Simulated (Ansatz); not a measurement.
## One run on Cr (P63/mmc): start Cr1↑ Cr2↓ Cr3↑ Cr4↓; anisotropy by the force theorem

Method: DFT, PBE, PAW with Ansatz's default frozen-core files, scalar-relativistic (Ansatz).

Command: `ansatz run input.yaml --threads 2 --pin off --max-ram 6144MiB --backend cpu --events-out ev --progress --plain --runs-dir out`

```yaml
crystal:
  lattice:
    - [2.714, 0.0, 0.0]
    - [1.357, 2.3503929459, 0.0]
    - [0.0, 0.0, 8.82]
  atoms:
    - { symbol: Cr, position: [0.6666666666, 0.6666666667, 0.125], spin: 0.7 }
    - { symbol: Cr, position: [0.6666666666, 0.6666666667, 0.625], spin: -0.7 }
    - { symbol: Cr, position: [0.3333333334, 0.3333333333, 0.375], spin: 0.7 }
    - { symbol: Cr, position: [0.3333333334, 0.3333333333, 0.875], spin: -0.7 }
magnetization:
  spin_polarized: true
kpoints:
  mp_grid: { grid: [13, 13, 4] }
scf:
  occupations: { method: fermi_dirac, width: 0.05 }
  lower_state_search: "off"
hamiltonian:
  xc: pbe
  pseudopotentials: { kind: paw }
output:
  eigenvalues: false
  eigenstates:
    nscf_kmesh: { grid: [19, 19, 5] }
    top_band: c49
    magnetocrystalline_anisotropy:
      directions: [[0.0, 0.0, 1.0], [1.0, 0.0, 0.0], [0.8660254, 0.5, 0.0]]
```

The program prints:

```
settings of this run that can trade accuracy for cost: output.eigenvalues: false. Do not mix this run's numbers with those of runs without the same settings; the input reference describes each key
Engine: ansatz 0.2.0
Pseudopotentials: kind: paw
Pseudopotential: Cr, paw, valence charge 14, recommended cutoff 420 eV (normal), Cr.paw.azcp
Functional definition: PBE
  parameter kappa = 0.804
  parameter beta = 0.06672455060314922
  exchange = pbe_x(kappa = kappa, mu = beta*pi^2/3)
  correlation = pbe_c(beta = beta)
Crystal: 4 atoms, lattice volume = 56.262 Å³
Basis set: ecut = 420 eV, 1091 PW (Γ)
Bands: 36, of which v1, the nominal top of the filled ones, is band 28 counted from 1 (27 counted from 0)
Symmetry: 12 space group operations
Space group: P-3m1 (ITA 164), of the structure as read, at distance tolerance 3.8e-5 Å
Magnetic group: BNS 164.90 (UNI 1320), of the structure as read, at distance tolerance 3.8e-5 Å
k-points: 77 of 676
Non-local potential: Cr, projectors of the file, l = 0: 3, l = 1: 2, l = 2: 3, l = 3: 1
PAW form: soft (Blöchl's): semilocal exchange-correlation on the pseudo side does not see the compensation charge
PAW one-centre angular grid: Cr, 590 points (default); XC on 64 Gauss nodes
Initial density: superposition of atomic densities (chi_scale 0.1, normalization cell)
Starting moments: Σ|m| = 2.8 μB on 4 of 4 sites
Starting magnetic order: antiferromagnet; a translation exchanges its spin sublattices: spin-degenerate at every k-point
Initial wavefunctions: pseudopotential atomic-orbital guess
Functional: x = pbe(κ = 0.804, μ = 0.2195149727645171), c = pbe(β = 0.06672455060314922)
SCF iter   1: F=—  HF=-13515.320416 eV  |F-HF|=—  |Δ(HF+E_count)|=         —  Δρ=1.23e-1 (↑1.23e-1 ↓1.23e-1)  dr2=2.84e1  dr2_m=5.02e-1  M=0.000 μB ∫|m|=1.679 μB  β_m=0.30  ethr=3.10e-3  ⟨swp⟩=3.3  Hψ=8307  notcnv=0
preconditioner: auto → Kerker (q_TF=auto, 2.726 Å⁻¹)  [metal: Δε(μ)=0.002 eV  Ē_g=3.865 eV  σ=0.050 eV  W_gap=0.01  n_scr=12 (ndim 8)  ℏωp=24.3 eV  f_vac=0.000  D(μ)=7.35/eV (n_scr^D=108)]
spin=Collinear: Kerker preconditioning applied to the charge; magnetization (m = ρ↑ − ρ↓) channel mixes plain (no charge-response kernel on spin).
[...]
Free energy (F): -13508.288571 eV
Harris-Foulkes:  -13508.288571 eV  (|F-HF|=3.65e-9)
Internal energy: -13508.203228 eV  (E = F + TS)
E sigma→0 (E₀):  -13508.245899 eV
Entropy (-TS):   -0.085343 eV (-21.336 meV/atom)
Fermi energy:    15.243826 eV
--- Per-component energies (eV) ---
  E_band       = -785.674082
  E_kinetic    = 1357.346214
  E_local      = -5392.394366  (includes V_loc(G=0)·N_el)
  E_nonlocal   = 314.249902
  E_hartree    = 2297.265691
  E_xc         = -553.124976
  E_vxc        = -705.056353  (∫ρ·V_xc dr)
  E_paw        = -4777.903331  (= ΣΔE_a)
  E_vpaw       = -954.357962  (= ΣTr[D̂ρ^β])
  E_aug_tail   = 0.001568  (compensation charges beyond the density's cutoff)
  E_ewald      = -6753.643929
  E_smearing   = -0.085343  (= −TS)
  E_closure    = 0.000000  (closes the sum)
  Σ components = -13508.288571   (vs F -13508.288571, Δ=0.00e0)
--- Band table (eV; the first three rows and the last of 154) ---
  k-point 0 ↑: bands = ["-56.5903", "-56.5462", "-55.8839", "-55.8391", "-28.0152", "-27.7722", "-27.7181", "-27.7181", "-27.6848", "-27.6848", "-27.2542", "-27.0351", "-27.0351", "-27.0039", "-27.0015", "-27.0015", "8.2294", "10.1899", "10.2062", "11.9003", "14.3119", "14.4253", "14.6601", "14.6601", "14.7403", "14.7403", "15.0567", "15.1692", "15.1692", "15.4360", "15.4360", "15.7625", "15.7625" …
  k-point 1 ↑: bands = ["-56.5903", "-56.5462", "-55.8839", "-55.8391", "-28.0129", "-27.7767", "-27.7181", "-27.7181", "-27.6848", "-27.6848", "-27.2493", "-27.0351", "-27.0351", "-27.0066", "-27.0015", "-27.0015", "8.3661", "9.4123", "10.9862", "11.8439", "14.3701", "14.5169", "14.6473", "14.6473", "14.7516", "14.7516", "15.0245", "15.1623", "15.1623", "15.4194", "15.4194", "15.4422", "15.8476", …
  k-point 2 ↑: bands = ["-56.5903", "-56.5463", "-55.8838", "-55.8391", "-28.0106", "-27.7813", "-27.7181", "-27.7181", "-27.6848", "-27.6848", "-27.2442", "-27.0351", "-27.0351", "-27.0094", "-27.0015", "-27.0015", "8.7076", "8.8411", "11.4694", "11.6768", "14.5188", "14.6389", "14.6389", "14.6995", "14.7561", "14.7561", "14.9186", "15.0131", "15.1660", "15.1660", "15.3949", "15.3949", "15.9730", …
  k-point 76 ↓: bands = ["-56.5069", "-56.5027", "-55.8003", "-55.7960", "-28.0119", "-27.9967", "-27.9597", "-27.9051", "-27.8059", "-27.7860", "-27.3244", "-27.3008", "-27.2693", "-27.2211", "-27.0699", "-27.0501", "12.8537", "13.0240", "13.1068", "13.2395", "13.2761", "13.4193", "13.5145", "13.5209", "14.3520", "14.4000", "14.5360", "14.5724", "15.3946", "15.6878", "16.3837", "16.6826", "16.760 …
settings of this run that can trade accuracy for cost: output.eigenvalues: false. Do not mix this run's numbers with those of runs without the same settings; the input reference describes each key
```

magnetocrystalline_anisotropy.tsv:

```
# direction_x	direction_y	direction_z	energy_mev	energy_tetrahedra_mev	beyond_first_order_mev	atom_0_mev	atom_1_mev	atom_2_mev	atom_3_mev	orbital_0_along_direction_mub	orbital_1_along_direction_mub	orbital_2_along_direction_mub	orbital_3_along_direction_mub
# format = ansatz-magnetocrystalline-anisotropy/3
# nscf_kmesh_grid = 19 19 5
# nscf_kmesh_shift = 0 0 0
# n_bands = 77
# occupation_method = fermi_dirac
# smearing_width_ev = 0.05
# xc_rung = gga
# a1_ang = 2.714 0 0
# a2_ang = 1.357 2.3504 0
# a3_ang = 0 0 8.82
# atom = 0 Cr 0.66667 0.66667 0.125
# atom = 1 Cr 0.66667 0.66667 0.625
# atom = 2 Cr 0.33333 0.33333 0.375
# atom = 3 Cr 0.33333 0.33333 0.875
# kernel_functional = own
# kernel_scale = 1.0322
# goldstone_residual = 0.014876
# bands_end_over_fermi_ev = 35.085
# easy_direction_run = 0
# easy_direction_tetrahedra = 0
0	0	1	0	0	0.00034865	0	0	0	0	-0.0023658	0.0023658	-0.0023658	0.0023658
1	0	0	0.011806	0.022289	0.00022727	0.0040262	0.0040262	0.0040262	0.0040262	-0.0072332	0.0072332	-0.0072332	0.0072332
0.86603	0.5	0	0.011806	0.023296	0.00022731	0.0040264	0.0040264	0.0040264	0.0040264	-0.0072332	0.0072332	-0.0072332	0.0072332
```

The log's space group differs from the title's, since the program also counts the typed moments and uses a tighter tolerance.

Site moments (μB): Cr1 0.68, Cr2 -0.68, Cr3 0.68, Cr4 -0.68. Cell moment 0.00 μB.

The magnetic group in the log treats spin as a scalar label, without spin–orbit coupling.

This cell lies far from its zero-pressure volume, so the numbers describe the cell as given rather than the relaxed compound. The Ansatz runs typed with the search for lower states off end where their start leads. None of this fixes the real material's magnetic order: only patterns that fit the cell were computed, without spin fluctuations and on one mesh and smearing, with a functional that can overstate moments.

It took 2.4 min on 2 threads of Arm Neoverse V1, on a shared host, peak memory 0.96 GiB.
